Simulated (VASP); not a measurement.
# Cr (Im-3m) in VASP: further runs

One crystal, Cr, is run at these levels: PBEsol, PBE; tasks: equation of state.

All numbers are computed with VASP 6.6.1; they aren't measurements. Logs are shortened: lines on timing, memory, paths and dates and some standing lists are left out, and cuts for length are marked.

### 1 Starting point

It takes space group Im-3m (No. 229, cubic). The conventional cell has a = 2.969 Å, b = 2.969 Å, c = 2.969 Å, α = 90.00°, β = 90.00°, γ = 90.00°. Cr (site symmetry m-3m) has 8 Cr at 2.57 Å as nearest neighbours.

### 2 Equation of state, PBEsol, collinear spin, ferromagnetic start, 12.30 Å³/atom (volume scaled by 0.94)

Input file INCAR:

```
  ALGO = Normal
  EDIFF = 1E-7
  ENCUT = 520
  GGA = PS
  ISIF = 2
  ISMEAR = -1
  ISPIN = 2
  LASPH = True
  LCHARG = False
  LMAXMIX = 4
  LORBIT = 11
  LREAL = False
  LWAVE = False
  MAGMOM = 3
  NBANDS = 16
  NELM = 120
  PREC = Accurate
  SIGMA = 0.05
```

Input file KPOINTS:

```
k-points
0
Gamma
  12 12 12
```

Input file POSCAR:

```
Cr
1.0
   -1.4541462833      1.4541462833      1.4541462833
    1.4541462833     -1.4541462833      1.4541462833
    1.4541462833      1.4541462833     -1.4541462833
Cr
1
Direct
    0.0000000000      0.0000000000      0.0000000000
```

Potentials or basis: VASP PAW PBE potentials, release 64 (Cr_pv).

Run with:

```
> cat potpaw_PBE.64/Cr_pv/POTCAR > POTCAR
> mpirun -np 1 vasp_std > vasp.out
```

OUTCAR:

```text
EDIFF = 1E-7
   ENCUT = 520
   GGA = PS
   ISIF = 2
   ISMEAR = -1
   ISPIN = 2
   LASPH = True
   LORBIT = 11
   LREAL = False
   NELM = 120
   PREC = Accurate

 Found     72 irreducible k-points:

 Following reciprocal coordinates:
            Coordinates               Weight
  0.000000  0.000000  0.000000      1.000000
  0.083333  0.000000  0.000000     12.000000
  0.166667  0.000000  0.000000     12.000000
  0.250000  0.000000  0.000000     12.000000
  0.333333  0.000000  0.000000     12.000000
  0.416667  0.000000  0.000000     12.000000
   k-points           NKPTS =     72   k-points in BZ     NKDIM =     72   number of bands    NBANDS=     16
   number of dos      NEDOS =    301   number of ions     NIONS =      1
   total plane-waves  NPLWV =   8000
   dimension x,y,z NGX =    20 NGY =   20 NGZ =   20
   dimension x,y,z NGXF=    40 NGYF=   40 NGZF=   40
   ions per type =               1
   NGX,Y,Z   is equivalent  to a cutoff of  13.20, 13.20, 13.20 a.u.
   NGXF,Y,Z  is equivalent  to a cutoff of  26.40, 26.40, 26.40 a.u.
 SYSTEM =  unknown system
   PREC   = accura    normal or accurate (medium, high low for compatibility)
   ISTART =      0    job   : 0-new  1-cont  2-samecut
   ICHARG =      2    charge: 1-file 2-atom 10-const
   ISPIN  =      2    spin polarized calculation?
   LNONCOLLINEAR =      F non collinear calculations
   LSORBIT =      F    spin-orbit coupling
   LASPH  =      T    aspherical Exc in radial PAW
   ENCUT  =  520.0 eV  38.22 Ry    6.18 a.u.   4.68  4.68  4.68*2*pi/ulx,y,z
   NELM   =    120;   NELMIN=  2; NELMDL= -5     # of ELM steps
   EDIFF  = 0.1E-06   stopping-criterion for ELM
   LREAL  =      F    real-space projection
   EDIFFG = 0.1E-05   stopping-criterion for IOM
   NSW    =      0    number of steps for IOM
   IBRION =     -1    ionic relax: 0-MD 1-quasi-New 2-CG
   NFREE  =      0    steps in history (QN), initial steepest desc. (CG)
   ISIF   =      2    stress and relaxation
   ISYM   =      2    0-nonsym 1-usesym 2-fastsym
   POTIM  = 0.5000    time-step for ionic-motion
   TEBEG  =    0.0;   TEEND  =   0.0 temperature during run
   PSTRESS=    0.0 pullay stress
   NELECT =      12.0000    total number of electrons
   NUPDOWN=      -1.0000    fix difference up-down
   EMIN   =  10.00;   EMAX   =-10.00  energy-range for DOS
   EFERMI =   0.00;   METHOD = LEGACY
   ISMEAR =    -1;   SIGMA  =   0.05  broadening in eV -4-tet -1-fermi 0-gaus
   EFERMI_NEDOS =   21; number of points for ismear=-14 and -15
   IALGO  =     38    algorithm
   IMIX   =      4    mixing-type and parameters
     AMIX     =   0.40;   BMIX     =  1.00
     AMIX_MAG =   1.60;   BMIX_MAG =  1.00
  volume/ion in A,a.u.               =      12.30        83.00
  Fermi-wavevector in a.u.,A,eV,Ry     =   1.623705  3.068358 35.870647  2.636418
  Thomas-Fermi vector in A             =   2.717112
   LORBIT       =     11    0 simple, 1 ext, 2 COOP (PROOUT), +10 PAW based schemes
   GGA     = PS    functional components
   LHFCALC =     F    Hartree Fock is set to
   AEXX    =    0.0000 exact exchange contribution
   IVDW    =     0    specifies the selected vdW correction
   LEPSILON=     F    determine dielectric tensor
   LRPA    =     F    only Hartree local field effects (RPA)
 spin polarized calculation
  energy-cutoff  :      520.00
  volume of cell :       12.30
 maximum number of plane-waves:       370
   NGX =  9   NGY =  9   NGZ =  9

 number of electron      11.9999998 magnetization       0.0002731

 number of electron      11.9999998 magnetization      -0.0000021

 Free energy of the ion-electron system (eV)
  ---------------------------------------------------
  ext. energy  EPLUGINS =         0.00000000
  ---------------------------------------------------
  free energy    TOTEN  =       -10.15490112 eV

  energy without entropy =      -10.14969585  energy(sigma->0) =      -10.15229848

 E-fermi :   9.9276     XC(G=0): -13.4665

 val. band max:        9.8672932195   @ k =   0.1667   0.0000   0.0000
 cond. band min:       9.9814600461   @ k =   0.4167   0.0833   0.0000
 fundamental gap:      0.1141668265
 Fermi energy:         9.9275811572

 spin component 1

 k-point     1 :       0.0000    0.0000    0.0000
  band No.  band energies     occupation
      1     -32.6881      1.00000
      2     -32.6881      1.00000
      3     -32.6881      1.00000
      4       2.3051      1.00000
      5       9.1380      1.00000
      6       9.1380      1.00000
[... 8 lines left out ...]
     15      38.6769      0.00000
     16      42.6471      0.00000
[... 77 lines left out ...]
 k-point     6 :       0.4167    0.0000    0.0000
  band No.  band energies     occupation
      1     -33.3985      1.00000
      2     -32.9143      1.00000
      3     -32.6919      1.00000
      4       5.7929      1.00000
      5       7.8016      1.00000
      6      10.1505      0.01145
[... 8 lines left out ...]
     15      37.2272      0.00000
     16      41.1419      0.00000

 [... further k-points ...]

 spin component 2

 k-point     1 :       0.0000    0.0000    0.0000
  band No.  band energies     occupation
      1     -32.6881      1.00000
      2     -32.6881      1.00000
      3     -32.6881      1.00000
      4       2.3051      1.00000
      5       9.1380      1.00000
      6       9.1380      1.00000
[... 8 lines left out ...]
     15      38.6769      0.00000
     16      42.6470      0.00000
[... 77 lines left out ...]
 k-point     6 :       0.4167    0.0000    0.0000
  band No.  band energies     occupation
      1     -33.3985      1.00000
      2     -32.9143      1.00000
      3     -32.6919      1.00000
      4       5.7929      1.00000
      5       7.8016      1.00000
      6      10.1505      0.01145
[... 8 lines left out ...]
     15      37.2272      0.00000
     16      41.1419      0.00000

 [... further k-points ...]

------------------------ aborting loop because EDIFF is reached ----------------------------------------

  FORCE on cell =-STRESS in cart. coord.  units (eV):
  Direction    XX          YY          ZZ          XY          YZ          ZX
  --------------------------------------------------------------------------------------
  -------------------------------------------------------------------------------------
  Total       -1.7779692     -1.7779692     -1.7779692      0.0000000      0.0000000      0.0000000
  in kB     -231.6063839   -231.6063839   -231.6063839      0.0000000      0.0000000      0.0000000
  external PRESSURE =    -231.6063839 kB  Pullay stress =       0.0000000 kB

 VOLUME and BASIS-vectors are now :
 -----------------------------------------------------------------------------
  energy-cutoff  :      520.00
  volume of cell :       12.30
      direct lattice vectors                 reciprocal lattice vectors
    -1.454146283  1.454146283  1.454146283     0.000000000  0.343844361  0.343844361
     1.454146283 -1.454146283  1.454146283     0.343844361  0.000000000  0.343844361
     1.454146283  1.454146283 -1.454146283     0.343844361  0.343844361  0.000000000

 POSITION                                       TOTAL-FORCE (eV/Angst)
 -----------------------------------------------------------------------------------
      0.00000      0.00000      0.00000        -0.000000      0.000000     -0.000000
 -----------------------------------------------------------------------------------
    total drift:                                0.000000     -0.000000      0.000000

  FREE ENERGIE OF THE ION-ELECTRON SYSTEM (eV)
  ---------------------------------------------------
  free  energy   TOTEN  =       -10.1549011225 eV

  energy  without entropy=      -10.1496958468  energy(sigma->0) =      -10.15229848

 total charge

# of ion       s       p       d       tot
------------------------------------------
    1        0.409   6.366   4.152  10.926

 magnetization (x)

# of ion       s       p       d       tot
------------------------------------------
    1       -0.000  -0.000  -0.000  -0.000
```

stdout:

```text
POSCAR found type information on POSCAR Cr
 POSCAR found :  1 types and       1 ions
 scaLAPACK will be used
 -----------------------------------------------------------------------------
|                                                                             |
|                                                                             |
|     You enforced a specific xc type in the INCAR file but a different       |
|     I HOPE YOU KNOW WHAT YOU ARE DOING!                                     |
|                                                                             |
 -----------------------------------------------------------------------------

 LDA part: xc-table for (Slater+PW92), standard interpolation
 POSCAR, INCAR and KPOINTS ok, starting setup
 FFT: planning ... GRIDC
 FFT: planning ... GRID_SOFT
 FFT: planning ... GRID
 WAVECAR not read
 entering main loop
```

It took 17 s on 1 thread of AMD EPYC 9R45 (Zen 5), shared host; peak memory 0.11 GiB.

Results:

```
Free energy                                           : -10.1549 eV
Pressure                                              : -23.2 GPa
Band gap on the k mesh                                : none (metal or under the smearing width)
Net moment                                            : 0.00 μB per cell
Valence electrons inside the program's atomic spheres : Cr 10.93
```

Caveat: the starting moments collapsed, and a magnetic state may lie lower; the PAW data sets were made with another functional, which shifts forces and pressure a little.

### 3 Equation of state, PBEsol, collinear spin, ferromagnetic start, 12.56 Å³/atom (volume scaled by 0.96)

INCAR is that of step 2.

KPOINTS is that of step 2.

Input file POSCAR:

```
Cr
1.0
   -1.4643870875      1.4643870875      1.4643870875
    1.4643870875     -1.4643870875      1.4643870875
    1.4643870875      1.4643870875     -1.4643870875
Cr
1
Direct
    0.0000000000      0.0000000000      0.0000000000
```

Potentials or basis: VASP PAW PBE potentials, release 64 (Cr_pv).

Run with:

```
> cat potpaw_PBE.64/Cr_pv/POTCAR > POTCAR
> mpirun -np 1 vasp_std > vasp.out
```

Wall time 17 s (1 thread of AMD EPYC 9R45 (Zen 5), shared host); peak memory 0.11 GiB.

Results (log left out):

- Free energy: -10.1142 eV
- Pressure: -26.7 GPa
- Band gap on the k mesh: none (metal or under the smearing width)
- Net moment: 0.00 μB per cell
- Valence electrons inside the program's atomic spheres: Cr 10.89

Caveat: the starting moments collapsed, and a magnetic state may lie lower; the PAW data sets were made with another functional, which shifts forces and pressure a little.

### 4 Equation of state, PBEsol, collinear spin, ferromagnetic start, 12.82 Å³/atom (volume scaled by 0.98)

INCAR is that of step 3.

KPOINTS is that of step 3.

Input file POSCAR:

```
Cr
1.0
   -1.4744866279      1.4744866279      1.4744866279
    1.4744866279     -1.4744866279      1.4744866279
    1.4744866279      1.4744866279     -1.4744866279
Cr
1
Direct
    0.0000000000      0.0000000000      0.0000000000
```

Run with:

```
> cat potpaw_PBE.64/Cr_pv/POTCAR > POTCAR
> mpirun -np 1 vasp_std > vasp.out
```

Wall time 17 s (1 thread of AMD EPYC 9R45 (Zen 5), shared host); peak memory 0.11 GiB.

Results (log left out):

| Property | Result |
| --- | --- |
| Free energy | -10.0681 eV |
| Pressure | -29.8 GPa |
| Band gap on the k mesh | none (metal or under the smearing width) |
| Net moment | 0.00 μB per cell |
| Valence electrons inside the program's atomic spheres | Cr 10.85 |

Caveat: the starting moments collapsed, and a magnetic state may lie lower; the PAW data sets were made with another functional, which shifts forces and pressure a little.

[end of part 1 of 2]
